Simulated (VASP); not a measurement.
# BN (P6_3/mmc) in VASP: a series of runs, part 2 of 2

VASP 6.6.1. Earlier steps stand in the parts before.

## 3. Dielectric tensor, PBE

The input, INCAR:

```
ALGO = Normal
EDIFF = 1E-8
ENCUT = 520
GGA = PE
ISIF = 2
ISMEAR = 0
LASPH = True
LCHARG = False
LEPSILON = True
LREAL = False
LWAVE = False
NELM = 100
PREC = Accurate
SIGMA = 0.01
```

The input, KPOINTS:

```
k-points
0
Gamma
  8 8 3
```

The input, POSCAR:

```
BN
1.0
    2.4982400000      0.0000000000      0.0000000000
   -1.2491200000      2.1635393048      0.0000000000
    0.0000000000      0.0000000000      6.6357000000
N B
2 2
Direct
    0.6666666667      0.3333333333      0.2500000000
    0.3333333333      0.6666666667      0.7500000000
    0.6666666667      0.3333333333      0.7500000000
    0.3333333333      0.6666666667      0.2500000000
```

Potentials or basis: VASP PAW PBE potentials, release 64 (N, B).

Command:

```bash
cat potpaw_PBE.64/N/POTCAR potpaw_PBE.64/B/POTCAR > POTCAR
mpirun -np 1 vasp_std > vasp.out
```

OUTCAR:

```text
EDIFF = 1E-8
   ENCUT = 520
   GGA = PE
   ISIF = 2
   ISMEAR = 0
   LASPH = True
   LEPSILON = True
   LREAL = False
   NELM = 100
   PREC = Accurate

 Found     20 irreducible k-points:

 Following reciprocal coordinates:
            Coordinates               Weight
  0.000000  0.000000  0.000000      1.000000
  0.125000  0.000000  0.000000      6.000000
  0.250000  0.000000  0.000000      6.000000
  0.375000  0.000000  0.000000      6.000000
  0.500000  0.000000  0.000000      3.000000
  0.125000  0.125000  0.000000      6.000000
   k-points           NKPTS =     20   k-points in BZ     NKDIM =     20   number of bands    NBANDS=     12
   number of dos      NEDOS =    301   number of ions     NIONS =      4
   total plane-waves  NPLWV =  20000
   dimension x,y,z NGX =    20 NGY =   20 NGZ =   50
   dimension x,y,z NGXF=    40 NGYF=   40 NGZF=  100
   ions per type =               2   2
   NGX,Y,Z   is equivalent  to a cutoff of  13.31, 13.31, 12.53 a.u.
   NGXF,Y,Z  is equivalent  to a cutoff of  26.62, 26.62, 25.05 a.u.
 SYSTEM =  unknown system
   PREC   = accura    normal or accurate (medium, high low for compatibility)
   ISTART =      0    job   : 0-new  1-cont  2-samecut
   ICHARG =      2    charge: 1-file 2-atom 10-const
   ISPIN  =      1    spin polarized calculation?
   LNONCOLLINEAR =      F non collinear calculations
   LSORBIT =      F    spin-orbit coupling
   LASPH  =      T    aspherical Exc in radial PAW
   ENCUT  =  520.0 eV  38.22 Ry    6.18 a.u.   4.65  4.65 12.34*2*pi/ulx,y,z
   NELM   =    100;   NELMIN=  2; NELMDL= -5     # of ELM steps
   EDIFF  = 0.1E-07   stopping-criterion for ELM
   LREAL  =      F    real-space projection
   EDIFFG = 0.1E-06   stopping-criterion for IOM
   NSW    =      0    number of steps for IOM
   IBRION =     -1    ionic relax: 0-MD 1-quasi-New 2-CG
   NFREE  =      0    steps in history (QN), initial steepest desc. (CG)
   ISIF   =      2    stress and relaxation
   ISYM   =      2    0-nonsym 1-usesym 2-fastsym
   POTIM  = 0.5000    time-step for ionic-motion
   TEBEG  =    0.0;   TEEND  =   0.0 temperature during run
   PSTRESS=    0.0 pullay stress
   NELECT =      16.0000    total number of electrons
   NUPDOWN=      -1.0000    fix difference up-down
   EMIN   =  10.00;   EMAX   =-10.00  energy-range for DOS
   EFERMI =   0.00;   METHOD = LEGACY
   ISMEAR =     0;   SIGMA  =   0.01  broadening in eV -4-tet -1-fermi 0-gaus
   EFERMI_NEDOS =   21; number of points for ismear=-14 and -15
   IALGO  =     38    algorithm
   IMIX   =      4    mixing-type and parameters
     AMIX     =   0.40;   BMIX     =  1.00
     AMIX_MAG =   1.60;   BMIX_MAG =  1.00
  volume/ion in A,a.u.               =       8.97        60.51
  Fermi-wavevector in a.u.,A,eV,Ry     =   1.250891  2.363842 21.289433  1.564729
  Thomas-Fermi vector in A             =   2.384864
   LORBIT       =      0    0 simple, 1 ext, 2 COOP (PROOUT), +10 PAW based schemes
   GGA     = PE    functional components
   LHFCALC =     F    Hartree Fock is set to
   AEXX    =    0.0000 exact exchange contribution
   IVDW    =     0    specifies the selected vdW correction
   LEPSILON=     T    determine dielectric tensor
   LRPA    =     F    only Hartree local field effects (RPA)
 non-spin polarized calculation
 Gauss-broadening in eV      SIGMA  =   0.01
  energy-cutoff  :      520.00
  volume of cell :       35.87
[... 111 lines left out ...]
  Total        1.4093963      1.4093963      0.6363612      0.0000000     -0.0000000      0.0000000
  in kB       62.9590291     62.9590291     28.4268403      0.0000000     -0.0000000      0.0000000
  external PRESSURE =      51.4482995 kB  Pullay stress =       0.0000000 kB

 VOLUME and BASIS-vectors are now :
 -----------------------------------------------------------------------------
  energy-cutoff  :      520.00
  volume of cell :       35.87
      direct lattice vectors                 reciprocal lattice vectors
     2.498240000  0.000000000  0.000000000     0.400281798  0.231102804  0.000000000
    -1.249120000  2.163539305  0.000000000     0.000000000  0.462205608  0.000000000
     0.000000000  0.000000000  6.635700000     0.000000000  0.000000000  0.150700002

 POSITION                                       TOTAL-FORCE (eV/Angst)
 -----------------------------------------------------------------------------------
      1.24912      0.72118      1.65892        -0.000000      0.000000      0.000000
     -0.00000      1.44236      4.97677        -0.000000      0.000000      0.000000
      1.24912      0.72118      4.97677        -0.000000      0.000000      0.000000
     -0.00000      1.44236      1.65892         0.000000      0.000000      0.000000
 -----------------------------------------------------------------------------------
    total drift:                                0.000000     -0.000000      0.000000

  FREE ENERGIE OF THE ION-ELECTRON SYSTEM (eV)
  ---------------------------------------------------
  free  energy   TOTEN  =       -35.1467492726 eV

  energy  without entropy=      -35.1467492726  energy(sigma->0) =      -35.14674927

 HEAD OF MICROSCOPIC STATIC DIELECTRIC TENSOR (INDEPENDENT PARTICLE, excluding Hartree and local field effects)
 ------------------------------------------------------
           4.840007     0.000000     0.000000
           0.000000     4.840007    -0.000000
           0.000000     0.000000     3.014713
 ------------------------------------------------------

 Free energy of the ion-electron system (eV)
  ---------------------------------------------------
  ---------------------------------------------------
  free energy    TOTEN  =        -0.39687638 eV

  energy without entropy =       -0.39687638

------------------------ aborting loop because EDIFF is reached ----------------------------------------

--------------------------------------- Ionic step        2  -------------------------------------------

------------------------ aborting loop because EDIFF is reached ----------------------------------------

--------------------------------------- Ionic step        3  -------------------------------------------

 Free energy of the ion-electron system (eV)
  ---------------------------------------------------
  ---------------------------------------------------
  free energy    TOTEN  =        -0.18701127 eV

  energy without entropy =       -0.18701127

------------------------ aborting loop because EDIFF is reached ----------------------------------------

 PIEZOELECTRIC TENSOR FIELD DIRECTION 3  (e Angst)
 -----------------------------------------------------------------------------
    -0.00029  0.00000  0.00000           ( -0.00000  0.00000  0.00000)
     0.00000 -0.00029  0.00000           (  0.00000 -0.00000  0.00000)
     0.00000  0.00000  0.00023           (  0.00000  0.00000 -0.00001)

 PIEZOELECTRIC TENSOR FIELD DIRECTION 3  (C/m^2)
 -----------------------------------------------------------------------------
    -0.00013  0.00000  0.00000
     0.00000 -0.00013  0.00000
     0.00000  0.00000  0.00010

 MACROSCOPIC STATIC DIELECTRIC TENSOR (including local field effects in DFT)
 ------------------------------------------------------
           4.751274     0.000000     0.000000
           0.000000     4.751274     0.000000
           0.000000     0.000000     2.691714
 ------------------------------------------------------

 PIEZOELECTRIC TENSOR (including local field effects)  for field in x, y, z        (e  Angst)
          XX          YY          ZZ          XY          YZ          ZX
  --------------------------------------------------------------------------------
  x     0.00000     0.00000     0.00000     0.00000     0.00000     0.00000
  y     0.00000     0.00000     0.00000     0.00000     0.00000     0.00000
  z     0.00000     0.00000     0.00000     0.00000     0.00000     0.00000

 PIEZOELECTRIC TENSOR (including local field effects)  for field in x, y, z        (C/m^2)
          XX          YY          ZZ          XY          YZ          ZX
  --------------------------------------------------------------------------------
  x     0.00000     0.00000     0.00000     0.00000     0.00000     0.00000
  y     0.00000     0.00000     0.00000     0.00000     0.00000     0.00000
  z     0.00000     0.00000     0.00000     0.00000     0.00000     0.00000

 BORN EFFECTIVE CHARGES (including local field effects) (in |e|, cummulative output)
 ---------------------------------------------------------------------------------
 ion    1
    1    -2.70984     0.00000     0.00000
    2     0.00000    -2.70984     0.00000
    3    -0.00000    -0.00000    -0.74623
 ion    2
    1    -2.70984     0.00000     0.00000
    2     0.00000    -2.70984     0.00000
    3     0.00000    -0.00000    -0.74623
 ion    3
    1     2.70984     0.00000     0.00000
    2     0.00000     2.70984     0.00000
    3     0.00000    -0.00000     0.74623
 ion    4
    1     2.70984     0.00000     0.00000
    2     0.00000     2.70984     0.00000
    3     0.00000    -0.00000     0.74623
```

OSZICAR:

```text
[... 13 lines left out ...]
RMM:   3    -0.176527585677E+00    0.23108E-01   -0.21058E-02   704   0.101E+00    0.343E-01
RMM:   4    -0.180855069885E+00   -0.43275E-02   -0.20616E-02   756   0.979E-01    0.109E-01
RMM:   5    -0.186553738670E+00   -0.56987E-02   -0.52086E-04   785   0.188E-01    0.119E-02
RMM:   6    -0.186710673922E+00   -0.15694E-03   -0.14871E-05   807   0.218E-02    0.575E-03
RMM:   7    -0.186993198306E+00   -0.28252E-03   -0.25721E-06   812   0.133E-02    0.108E-03
RMM:   8    -0.187018057052E+00   -0.24859E-04   -0.33057E-07   798   0.295E-03    0.339E-04
RMM:   9    -0.187012331089E+00    0.57260E-05   -0.19593E-07   829   0.123E-03    0.349E-05
RMM:  10    -0.187011050938E+00    0.12802E-05   -0.19417E-07   715   0.449E-04    0.159E-05
RMM:  11    -0.187011265463E+00   -0.21453E-06   -0.17596E-07   560   0.386E-04    0.348E-06
```

It took 1.9 min on 1 thread of AMD EPYC 7R43 (Zen 3), shared host; peak memory 0.14 GiB.

The run converged, but some of its settings lie outside the range that counts as converged, so its numbers aren't taken as properties of the crystal.

Results:

```
Band gap on the k mesh                  : 4.27 eV, indirect (least direct gap 4.69 eV)
Electronic dielectric tensor (diagonal) : 4.75, 4.75, 2.69
Born charges (mean of the diagonal)     : N -2.06; B +2.06 e
```

Caveat: an odd mesh through Γ misses points on the zone boundary, where band edges often lie; this functional lacks dispersion, which binds the layers, so the pressure and a relaxed spacing across them are unreliable.

## 4. Dielectric tensor, PBE

INCAR, as its differences from that of step 3:

```diff
@@ -1,4 +1,4 @@
 ALGO = Normal
-EDIFF = 1E-8
-ENCUT = 520
+EDIFF = 1E-4
+ENCUT = 400
 GGA = PE
```

The input, KPOINTS:

```
k-points
0
Gamma
  10 10 3
```

POSCAR is that of step 3.

Potentials or basis: VASP PAW PBE potentials, release 64 (N, B).

Command:

```bash
cat potpaw_PBE.64/N/POTCAR potpaw_PBE.64/B/POTCAR > POTCAR
mpirun -np 1 vasp_std > vasp.out
```

OUTCAR:

```text
EDIFF = 1E-4
   ENCUT = 400
   GGA = PE
   ISIF = 2
   ISMEAR = 0
   LASPH = True
   LEPSILON = True
   LREAL = False
   NELM = 100
   PREC = Accurate

 Found     28 irreducible k-points:

 Following reciprocal coordinates:
            Coordinates               Weight
  0.000000  0.000000  0.000000      1.000000
  0.100000  0.000000  0.000000      6.000000
  0.200000  0.000000  0.000000      6.000000
  0.300000  0.000000  0.000000      6.000000
  0.400000  0.000000  0.000000      6.000000
  0.500000  0.000000  0.000000      3.000000
   k-points           NKPTS =     28   k-points in BZ     NKDIM =     28   number of bands    NBANDS=     12
   number of dos      NEDOS =    301   number of ions     NIONS =      4
   total plane-waves  NPLWV =  12288
   dimension x,y,z NGX =    16 NGY =   16 NGZ =   48
   dimension x,y,z NGXF=    32 NGYF=   32 NGZF=   96
   ions per type =               2   2
   NGX,Y,Z   is equivalent  to a cutoff of  10.65, 10.65, 12.03 a.u.
   NGXF,Y,Z  is equivalent  to a cutoff of  21.29, 21.29, 24.05 a.u.
 SYSTEM =  unknown system
   PREC   = accura    normal or accurate (medium, high low for compatibility)
   ISTART =      0    job   : 0-new  1-cont  2-samecut
   ICHARG =      2    charge: 1-file 2-atom 10-const
[... 208 lines left out ...]
  energy without entropy =       -0.18691614

------------------------ aborting loop because EDIFF is reached ----------------------------------------

 PIEZOELECTRIC TENSOR FIELD DIRECTION 3  (e Angst)
 -----------------------------------------------------------------------------
    -0.00029 -0.00000  0.00000           ( -0.00000 -0.00000  0.00000)
     0.00000 -0.00029 -0.00000           (  0.00000 -0.00000 -0.00000)
     0.00000  0.00000  0.00026           (  0.00000 -0.00000 -0.00001)

 PIEZOELECTRIC TENSOR FIELD DIRECTION 3  (C/m^2)
 -----------------------------------------------------------------------------
    -0.00013 -0.00000  0.00000
     0.00000 -0.00013 -0.00000
     0.00000  0.00000  0.00011

 MACROSCOPIC STATIC DIELECTRIC TENSOR (including local field effects in DFT)
 ------------------------------------------------------
           4.748924     0.000000     0.000000
           0.000000     4.748924     0.000000
           0.000000    -0.000000     2.692161
 ------------------------------------------------------

 PIEZOELECTRIC TENSOR (including local field effects)  for field in x, y, z        (e  Angst)
          XX          YY          ZZ          XY          YZ          ZX
  --------------------------------------------------------------------------------
  x     0.00000     0.00000     0.00000     0.00000     0.00000     0.00000
  y     0.00000     0.00000     0.00000     0.00000     0.00000     0.00000
  z     0.00000     0.00000     0.00000     0.00000     0.00000     0.00000

 PIEZOELECTRIC TENSOR (including local field effects)  for field in x, y, z        (C/m^2)
          XX          YY          ZZ          XY          YZ          ZX
  --------------------------------------------------------------------------------
  x     0.00000     0.00000     0.00000     0.00000     0.00000     0.00000
  y     0.00000     0.00000     0.00000     0.00000     0.00000     0.00000
  z     0.00000     0.00000     0.00000     0.00000     0.00000     0.00000

 BORN EFFECTIVE CHARGES (including local field effects) (in |e|, cummulative output)
 ---------------------------------------------------------------------------------
 ion    1
    1    -2.70428     0.00000     0.00000
    2     0.00000    -2.70428     0.00000
    3     0.00000     0.00000    -0.74245
 ion    2
    1    -2.70428     0.00000     0.00000
    2     0.00000    -2.70428     0.00000
    3     0.00000     0.00000    -0.74245
 ion    3
    1     2.70428     0.00000     0.00000
    2     0.00000     2.70428     0.00000
    3    -0.00000     0.00000     0.74245
 ion    4
    1     2.70428     0.00000     0.00000
    2     0.00000     2.70428     0.00000
    3    -0.00000     0.00000     0.74245
```

It took 58 s on 1 thread of AMD EPYC 7R43 (Zen 3), shared host; peak memory 0.13 GiB.

The run converged, but some of its settings lie outside the range that counts as converged, so its numbers aren't taken as properties of the crystal.

Results:

```yaml
Band_gap_on_the_k_mesh: 4.24 eV, indirect (least direct gap 4.68 eV)
Electronic_dielectric_tensor_diagonal: 4.75, 4.75, 2.69
Born_charges_mean_of_the_diagonal: N -2.05; B +2.05 e
```

Caveat: the cutoff is under 1.25 times the usual one of these potentials, so pressure, stress and relaxed cells hold a basis-set (Pulay) error; an odd mesh through Γ misses points on the zone boundary, where band edges often lie; this functional lacks dispersion, which binds the layers, so the pressure and a relaxed spacing across them are unreliable.

## 5. For comparison

An earlier run on the cell as given: functional PBE; potentials or basis VASP PAW PBE potentials, release 64 (N, B); cutoff 520 eV; k mesh 12 × 12 × 4; occupations fermi-dirac, width 0.05 eV; no spin polarisation.

* Pressure: 5.1 GPa
* Band gap on the k mesh: 4.29 eV, indirect (least direct gap 4.66 eV)
